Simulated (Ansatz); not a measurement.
The system is V.

```xyz
1
Lattice="-1.5144 1.5144 1.5144 1.5144 -1.5144 1.5144 1.5144 1.5144 -1.5144" Properties=species:S:1:pos:R:3 pbc="T T T"
V     0.0000    0.0000    0.0000
```

* Program: Ansatz 0.2.0
* Task: relaxation of cell and atoms
* Functional: PBE
* Potentials or basis: Ansatz PAW
* Cutoff: 420 eV (not typed: the program's choice for these potentials)
* k mesh: 12 × 12 × 12
* Occupations: fermi-dirac, width 0.05 eV
* Spin: collinear spin, ferromagnetic start
* Starting moments: [2.0] μB

At the start: volume 13.89 Å³/atom.

How do energy, volume and symmetry change on relaxing?

It ends after 4 steps and the volume is 13.46 Å³/atom (-3.1 %); space group Im-3m (No. 229, to 0.05 Å); moment 0.00 μB per cell.

Step by step:
```csv
step,energy change (eV),largest force (eV/Å),volume (Å³)
1,0.0000,0.0000,13.89
2,-0.0075,0.0000,13.40
3,-0.0076,0.0000,13.46
4,-0.0074,0.0000,13.46
```

Final structure:
```cif
data_structure
_symmetry_space_group_name_H-M 'P 1'
_symmetry_Int_Tables_number 1
_cell_length_a 2.5957
_cell_length_b 2.5957
_cell_length_c 2.5957
_cell_angle_alpha 109.471
_cell_angle_beta 109.471
_cell_angle_gamma 109.471
_cell_volume 13.46
loop_
_atom_site_label
_atom_site_type_symbol
_atom_site_fract_x
_atom_site_fract_y
_atom_site_fract_z
_atom_site_occupancy
V1 V 0.00000 0.00000 0.00000 1
```

Caveat: the plane-wave basis is chosen anew once the cell has moved, so the energies of steps on either side of that aren't comparable; the starting moments weren't kept.
